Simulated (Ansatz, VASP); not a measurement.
**Pd: VASP beside Ansatz**

INCAR

```
SYSTEM = Pd
  PREC = Accurate
  ENCUT = 520
  EDIFF = 1E-6
  ISMEAR = -1
  SIGMA = 0.05
  LREAL = .FALSE.
  LASPH = .TRUE.
  NELM = 60
  ALGO = Normal
  ISIF = 2
  LWAVE = .FALSE.
  LCHARG = .TRUE.
  GGA = RP
  IVDW = 13
  LELF = .TRUE.
  LVHAR = .TRUE.
  NBANDS = 11
```

File KPOINTS:

```
Automatic mesh
0
G
  12 12 12
  0 0 0
```

POSCAR

```
Pd
1.0
    0.0000000000      1.9334358480      1.9334358480
    1.9334358480      0.0000000000      1.9334358480
    1.9334358480      1.9334358480      0.0000000000
Pd
1
Direct
    0.0000000000      0.0000000000      0.0000000000
```

File input.yaml:

```yaml
crystal:
  lattice:
    - [0.0, 1.933435848, 1.933435848]
    - [1.933435848, 0.0, 1.933435848]
    - [1.933435848, 1.933435848, 0.0]
  atoms:
    - { symbol: Pd, position: [0.0, 0.0, 0.0] }
hamiltonian:
  xc: rpbe
  pseudopotentials: { kind: paw }
  dispersion: d4
kpoints:
  mp_grid: { grid: [12, 12, 12] }
scf:
  occupations: { method: fermi_dirac, width: 0.05 }
output:
  forces: true
  stress: true
  eigenvalues: true
  write_density: true
  write_potential: true
  elf: true
  volumetric_format: npy
```

Alike in both runs: task single point; functional RPBE; dispersion D4; k mesh 12 × 12 × 12; occupations fermi-dirac, width 0.05 eV; no spin polarisation.

|  | VASP | Ansatz |
| --- | --- | --- |
| version | VASP 6.6.1 | Ansatz 0.2.0 |
| potentials or method | VASP PAW PBE potentials, release 64 (Pd) | Ansatz PAW |
| plane-wave cutoff (eV) | 520 | 420 |
| valence electrons in the cell | 10 | 18 |

```csv
,VASP,Ansatz,Ansatz less VASP
gap on the k mesh at the Fermi level (eV),none,none,-
pressure (GPa),5.6,6.0,+0.32
dispersion energy (meV/atom),-975.2,-975.3,-0.09
```

A gap of «none» marks a metal or a gap that the smearing closes. The two sets of potentials don't hold the same shells in valence.

Caveats: pairwise dispersion overbinds metals, which lowers pressure and volume; the PAW data sets were made with another functional, which shifts forces and pressure a little (VASP); the PAW data sets come from PBE, with cores solved anew for the run's functional, which leaves a small shift of forces and pressure (Ansatz).
